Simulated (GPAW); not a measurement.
Runs of GPAW 26.7.0 on ZnS. It takes space group F-43m (No. 216, cubic). Conventional cell: a = 5.404 Å, b = 5.404 Å, c = 5.404 Å, α = 90.00°, β = 90.00°, γ = 90.00°. Zn (site symmetry -43m) is surrounded by 4 S at 2.34 Å. Around S (site symmetry -43m) lie 4 Zn at 2.34 Å. 

```csv
task,level,potentials or basis,k mesh,cutoff (eV),maxiter,band path,band points,mesh quality,gap on the mesh (eV),pressure (GPa)
band structure,LDA,"PAW data sets generated in the run's folder for this functional, pw",7 × 7 × 7,600,150,"GXWKGLUWLK,UX",80,not flagged,1.86,-4.9
band structure,MS2,"GPAW PAW data sets (gpaw-data 1.2.1), pw",7 × 7 × 7,600,150,"GXWKGLUWLK,UX",60,not flagged,2.46,-0.4
single point,PBEsol0,"GPAW PAW data sets (gpaw-data 1.2.1), pw",3 × 3 × 3,450,60,-,-,coarse,3.96,-
band structure,PBEsol,"PAW data sets generated in the run's folder for this functional, pw",7 × 7 × 7,600,150,"GXWKGLUWLK,UX",80,not flagged,(a),(b)
```

Alike in all rows: no spin polarisation; cell as given; smearing fermi-dirac 0.05 eV.

Problem. Fill in the values left out.

Solution. (a) 1.97; (b) -2.0.

Caveats: some runs use coarse meshes; the PAW data sets were made with another functional, which shifts forces and pressure a little (some runs); exact exchange converges slowly with the k mesh, and this mesh is small (some runs).

Runs at the PBE level aren't shown here.
